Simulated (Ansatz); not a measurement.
**Au under compression and expansion**

```cif
data_structure
_symmetry_space_group_name_H-M 'Fm-3m'
_symmetry_Int_Tables_number 225
_cell_length_a 4.0910
_cell_length_b 4.0910
_cell_length_c 4.0910
_cell_angle_alpha 90.000
_cell_angle_beta 90.000
_cell_angle_gamma 90.000
_cell_volume 68.47
loop_
_atom_site_label
_atom_site_type_symbol
_atom_site_symmetry_multiplicity
_atom_site_Wyckoff_symbol
_atom_site_fract_x
_atom_site_fract_y
_atom_site_fract_z
_atom_site_occupancy
Au1 Au 4 a 0.00000 0.00000 0.00000 1
```

The runs use the primitive cell with vectors (0.000, 2.046, 2.046), (2.046, 0.000, 2.046), (2.046, 2.046, 0.000) Å, to which the k mesh refers.

The cell comes from COD entry 9013036, which wasn't checked; take it as a given geometry. It was measured hot, at 574 K.

Spin–orbit coupling is left out, though it moves levels of the heavy atoms by tenths of an eV or more.

All numbers are computed: DFT, PBE, all-electron LAPW, scalar-relativistic (Ansatz 0.2.0); DFT, PBE, PAW with Ansatz's default frozen-core files, scalar-relativistic (Ansatz 0.2.0).

For LAPW: a Γ-centred 14×14×14 k mesh, Fermi–Dirac smearing of 0.08 eV, basis error target 0.25 meV/atom, no spin polarisation. PAW takes a cutoff of 420 eV at this cell. The Ansatz runs share mesh, smearing and spin set-up. Plane-wave (PAW) pressures include the program's estimate of the Pulay term.

The cell above is scaled evenly, with fractional coordinates and shape held.

| V/V(cell) | V (Å³/atom) | P, LAPW (GPa) | P, PAW (GPa) |
| --- | --- | --- | --- |
| 0.9405 | 16.099 | 21.27 | 21.32 |
| 0.9800 | 16.775 | 11.77 | 11.80 |
| 1.0000 | 17.117 | 7.80 | 7.83 |
| 1.0200 | 17.459 | 4.33 | 4.35 |
| 1.0600 | 18.144 | -1.35 | -1.33 |

Problem. What do Birch–Murnaghan fits to the pressures give?

Solution. LAPW: V0 = 17.96 Å³/atom, B0 = 140 GPa, B0′ = 6.0; PAW: V0 = 17.97 Å³/atom, B0 = 140 GPa, B0′ = 6.0.

PAW's V0 lies 0.01 % from the all-electron value and its B0 0.1 %. Symmetry fixes shape and coordinates here, so this is the relaxed modulus.
